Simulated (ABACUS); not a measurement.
# GaN (F-43m) in ABACUS: settings compared, part 2 of 2

ABACUS 3.10.1. Earlier steps stand in the parts before.

## Step 4: Single point, PBE, spin-orbit coupling, no magnetisation

run_abacus.py reads:

```python
"""ABACUS run from a structure file: ASE reads it, the script writes STRU, KPT and INPUT."""
import re
import subprocess
import spglib
from ase import Atoms
from ase.io import read
from ase.units import Bohr

atoms = read("GaN.cif")
cell, frac, numbers = spglib.standardize_cell((atoms.cell[:], atoms.get_scaled_positions(), atoms.numbers), to_primitive=True, symprec=1e-4)
atoms = Atoms(numbers=numbers, cell=cell, scaled_positions=frac, pbc=True)  # the primitive cell
atoms = atoms[(-atoms.numbers).argsort(kind="stable")]  # ABACUS lists atoms element by element
pseudo = {'Ga': 'Ga.upf', 'N': 'N.upf'}
orbital = {'Ga': 'Ga_confined-atom_8au_2s2p2d.orb', 'N': 'N_confined-atom_6au_2s2p1d.orb'}
magmoms = None
kmesh = [6, 6, 6]
params = {
    'suffix': 'GaN',
    'calculation': 'scf',
    'basis_type': 'lcao',
    'pseudo_dir': './',
    'orbital_dir': './',
    'symmetry': 0,
    'dft_functional': 'pbe',
    'ecutwfc': 100,
    'pseudo_rcut': 10,
    'nspin': 4,
    'nbands': 38,
    'ks_solver': 'genelpa',
    'smearing_method': 'fd',
    'smearing_sigma': 0.00367493,
    'scf_thr': 1e-07,
    'scf_nmax': 100,
    'mixing_type': 'broyden',
    'mixing_beta': 0.4,
    'cal_force': 1,
    'cal_stress': 1,
    'noncolin': 0,
    'lspinorb': 1,
    'out_mul': 1,
    'out_chg': 1,
    'out_pot': 2,
    'out_elf': 0,
}

symbols = atoms.get_chemical_symbols()
elements = list(dict.fromkeys(symbols))
lines = ["ATOMIC_SPECIES"] + [f"{e} {atoms.get_masses()[symbols.index(e)]:.4f} {pseudo[e]}" for e in elements]
if orbital:
    lines += ["", "NUMERICAL_ORBITAL"] + [orbital[e] for e in elements]
lines += ["", "LATTICE_CONSTANT", f"{1 / Bohr:.10f}", "", "LATTICE_VECTORS"]
lines += [" ".join(f"{x:.10f}" for x in v) for v in atoms.cell]
lines += ["", "ATOMIC_POSITIONS", "Direct"]
for e in elements:
    lines += ["", e, "0.0", str(symbols.count(e))]
    for i, p in enumerate(atoms.get_scaled_positions(wrap=False)):
        if symbols[i] == e:
            mag = "" if magmoms is None else " mag " + " ".join(str(x) for x in (magmoms[i] if isinstance(magmoms[i], list) else [magmoms[i]]))
            lines.append(" ".join(f"{x:.10f}" for x in p) + " 1 1 1" + mag)
open("STRU", "w").write("\n".join(lines) + "\n")
open("KPT", "w").write("K_POINTS\n0\nGamma\n%d %d %d 0 0 0\n" % tuple(kmesh))
open("INPUT", "w").write("INPUT_PARAMETERS\n" + "".join(f"{k:<20s}{v}\n" for k, v in params.items()))

done = subprocess.run(['mpirun', '-np', '4', 'abacus'])
if done.returncode:
    raise SystemExit(done.returncode)
log = open("OUT.GaN/running_scf.log").read()
print("final energy (eV):", re.findall(r"FINAL_ETOT_IS (\S+)", log))
```

GaN.cif reads:

```cif
data_GaN
_cell_length_a 4.50700122
_cell_length_b 4.50700122
_cell_length_c 4.50700122
_cell_angle_alpha 90.00000000
_cell_angle_beta 90.00000000
_cell_angle_gamma 90.00000000
_space_group_name_H-M_alt 'F-43m'
_space_group_name_Hall 'F -4 2 3'
_space_group_IT_number 216
loop_
_space_group_symop_operation_xyz
'x,y,z'
'y,-x,-z'
'-x,-y,z'
'-y,x,-z'
'x,-y,-z'
'y,x,z'
'-x,y,-z'
'-y,-x,z'
'z,x,y'
'-z,y,-x'
'z,-x,-y'
'-z,-y,x'
'-z,x,-y'
'z,y,x'
'-z,-x,y'
'z,-y,-x'
'y,z,x'
'-x,-z,y'
'-y,z,-x'
'x,-z,-y'
'-y,-z,x'
'x,z,y'
'y,-z,-x'
'-x,z,-y'
'x,y+1/2,z+1/2'
'y,-x+1/2,-z+1/2'
'-x,-y+1/2,z+1/2'
'-y,x+1/2,-z+1/2'
'x,-y+1/2,-z+1/2'
'y,x+1/2,z+1/2'
'-x,y+1/2,-z+1/2'
'-y,-x+1/2,z+1/2'
'z,x+1/2,y+1/2'
'-z,y+1/2,-x+1/2'
'z,-x+1/2,-y+1/2'
'-z,-y+1/2,x+1/2'
'-z,x+1/2,-y+1/2'
'z,y+1/2,x+1/2'
'-z,-x+1/2,y+1/2'
'z,-y+1/2,-x+1/2'
'y,z+1/2,x+1/2'
'-x,-z+1/2,y+1/2'
'-y,z+1/2,-x+1/2'
'x,-z+1/2,-y+1/2'
'-y,-z+1/2,x+1/2'
'x,z+1/2,y+1/2'
'y,-z+1/2,-x+1/2'
'-x,z+1/2,-y+1/2'
'x+1/2,y,z+1/2'
'y+1/2,-x,-z+1/2'
'-x+1/2,-y,z+1/2'
'-y+1/2,x,-z+1/2'
'x+1/2,-y,-z+1/2'
'y+1/2,x,z+1/2'
'-x+1/2,y,-z+1/2'
'-y+1/2,-x,z+1/2'
'z+1/2,x,y+1/2'
'-z+1/2,y,-x+1/2'
'z+1/2,-x,-y+1/2'
'-z+1/2,-y,x+1/2'
'-z+1/2,x,-y+1/2'
'z+1/2,y,x+1/2'
'-z+1/2,-x,y+1/2'
'z+1/2,-y,-x+1/2'
'y+1/2,z,x+1/2'
'-x+1/2,-z,y+1/2'
'-y+1/2,z,-x+1/2'
'x+1/2,-z,-y+1/2'
'-y+1/2,-z,x+1/2'
'x+1/2,z,y+1/2'
'y+1/2,-z,-x+1/2'
'-x+1/2,z,-y+1/2'
'x+1/2,y+1/2,z'
'y+1/2,-x+1/2,-z'
'-x+1/2,-y+1/2,z'
'-y+1/2,x+1/2,-z'
'x+1/2,-y+1/2,-z'
'y+1/2,x+1/2,z'
'-x+1/2,y+1/2,-z'
'-y+1/2,-x+1/2,z'
'z+1/2,x+1/2,y'
'-z+1/2,y+1/2,-x'
'z+1/2,-x+1/2,-y'
'-z+1/2,-y+1/2,x'
'-z+1/2,x+1/2,-y'
'z+1/2,y+1/2,x'
'-z+1/2,-x+1/2,y'
'z+1/2,-y+1/2,-x'
'y+1/2,z+1/2,x'
'-x+1/2,-z+1/2,y'
'-y+1/2,z+1/2,-x'
'x+1/2,-z+1/2,-y'
'-y+1/2,-z+1/2,x'
'x+1/2,z+1/2,y'
'y+1/2,-z+1/2,-x'
'-x+1/2,z+1/2,-y'
loop_
_atom_site_label
_atom_site_type_symbol
_atom_site_symmetry_multiplicity
_atom_site_Wyckoff_symbol
_atom_site_fract_x
_atom_site_fract_y
_atom_site_fract_z
_atom_site_occupancy
Ga1 Ga 4 a 0.0000000000 0.0000000000 0.0000000000 1
N1 N 4 d 0.2500000000 0.2500000000 0.7500000000 1
```

Potentials or basis: PseudoDojo NC FR 0.4 PBE standard, DZP LCAO (the cutoffs set its grid).

The run is started by

```bash
OMP_NUM_THREADS=1 python run_abacus.py > log
```

running log:

```text
ABACUS v3.10.1

               Atomic-orbital Based Ab-initio Computation at UStc

 ------------------------------------------------------------------------------------

 READING GENERAL INFORMATION
                           global_out_dir = OUT.GaN/
                           global_in_card = INPUT
                               pseudo_dir = ./
                              orbital_dir = ./
                                    DSIZE = 4
                                    GSIZE = 1

 READING UNITCELL INFORMATION
[... 622 lines left out ...]
                        Ga1         0.0000000000                 -nan         0.0000000000
                         N1         0.0000000000                 -nan         0.0000000000
-------------------------------------------------------------------------------------------

 correction force for each atom along direction 1 is 1.77226e-14
 correction force for each atom along direction 2 is -1.22968e-14
 correction force for each atom along direction 3 is -5.79007e-15
------------------------------------------------------------------------------------------
 TOTAL-FORCE (eV/Angstrom)
------------------------------------------------------------------------------------------
                       Ga1         0.0000000000         0.0000000000         0.0000000000
                        N1         0.0000000000         0.0000000000         0.0000000000
------------------------------------------------------------------------------------------

----------------------------------------------------------------
 TOTAL-STRESS (KBAR)
----------------------------------------------------------------
        73.9875353774        -0.0000000002        -0.0000000000
        -0.0000000002        73.9875353779        -0.0000000000
        -0.0000000000        -0.0000000000        73.9875353782
----------------------------------------------------------------
 TOTAL-PRESSURE: 73.987535 KBAR

 --------------------------------------------
 !FINAL_ETOT_IS -2363.4076855657840497 eV
 --------------------------------------------
```

INPUT:

```text
INPUT_PARAMETERS
suffix              GaN
calculation         scf
basis_type          lcao
pseudo_dir          ./
orbital_dir         ./
symmetry            0
dft_functional      pbe
ecutwfc             100
pseudo_rcut         10
nspin               4
nbands              38
ks_solver           genelpa
smearing_method     fd
smearing_sigma      0.00367493
scf_thr             1e-07
scf_nmax            100
mixing_type         broyden
mixing_beta         0.4
cal_force           1
cal_stress          1
noncolin            0
lspinorb            1
out_mul             1
out_chg             1
out_pot             2
out_elf             0
```

STRU:

```text
ATOMIC_SPECIES
Ga 69.7230 Ga.upf
N 14.0070 N.upf

NUMERICAL_ORBITAL
Ga_confined-atom_8au_2s2p2d.orb
N_confined-atom_6au_2s2p1d.orb

LATTICE_CONSTANT
1.8897261258

LATTICE_VECTORS
0.0000000000 2.2535006100 2.2535006100
2.2535006100 0.0000000000 2.2535006100
2.2535006100 2.2535006100 0.0000000000

ATOMIC_POSITIONS
Direct

Ga
0.0
1
0.0000000000 0.0000000000 -0.0000000000 1 1 1

N
0.0
1
0.7500000000 0.7500000000 0.7500000000 1 1 1
```

Wall time 16 s (4 MPI ranks of Intel Xeon 6975P-C (Granite Rapids), shared host); peak memory 0.72 GiB.

What came out:

```yaml
Free_energy: -2363.4077 eV
Pressure: 7.4 GPa
Band_gap_on_the_k_mesh: 2.16 eV, direct
Mulliken_charges: Ga +0.72; N -0.72 e
```

Caveat: the atomic orbitals were generated for these runs and aren't a published set; Mulliken charges move with the basis; the basis of atomic orbitals isn't converged, which shifts pressures, moduli and gaps.

## Step 5: The runs side by side

```tsv
task	level	potentials or basis	spin	cell	k mesh	cutoff (eV)	SCF threshold on the density	eigensolver	mixing share	symmetry key	max steps of the relaxation	gap on the mesh (eV)	pressure (GPa)
single point	PBEsol	PseudoDojo NC SR 0.4.1 PBEsol standard, plane waves	off	as given	8 × 8 × 8	1143	1e-08	dav	0.7	1	-	1.70	-0.9
relaxation of cell and atoms	PBEsol	PseudoDojo NC SR 0.4.1 PBEsol standard, plane waves	off	relaxed	8 × 8 × 8	1143	1e-08	dav	0.7	1	60	1.74	0.0
single point	PBE	PseudoDojo NC FR 0.4 PBE standard, DZP LCAO (the cutoffs set its grid)	SOC, no magnetisation	as given	6 × 6 × 6	1361	1e-07	genelpa	0.4	0	-	2.16	7.4
```

Alike in all rows: smearing fermi-dirac 0.05 eV.

Caveats: the atomic orbitals were generated for these runs and aren't a published set (some runs); the basis of atomic orbitals isn't converged, which shifts pressures, moduli and gaps (some runs).

Total energies depend on the potentials used, so only differences within one code and one set of settings carry meaning.

## Step 6: Comparison with measurements

Step 2. Against the measured gap of GaN, 3.299 eV (direct; 0 K; a printed reference work, textbook), the calculated 1.70 eV is off by -1.59 eV. Spin-orbit coupling on Ga is left out. The value is that of PBEsol, without temperature or zero-point motion. Semilocal functionals fall short of measured gaps as a rule. The cell is a database's relaxed one, not the measured one, which moves gaps too.

Step 4. A measured gap of GaN is 3.299 eV (direct; 0 K; a printed reference work, textbook); the calculated 2.16 eV misses it by -1.14 eV. The value is that of PBE in an atomic basis (PseudoDojo NC FR 0.4 PBE standard, DZP LCAO (the cutoffs set its grid)), whose error adds to the functional's, on a finite k mesh, which can miss the band edges, without temperature or zero-point motion. Semilocal functionals fall short of measured gaps as a rule. The cell is a database's relaxed one, not the measured one, which moves gaps too.
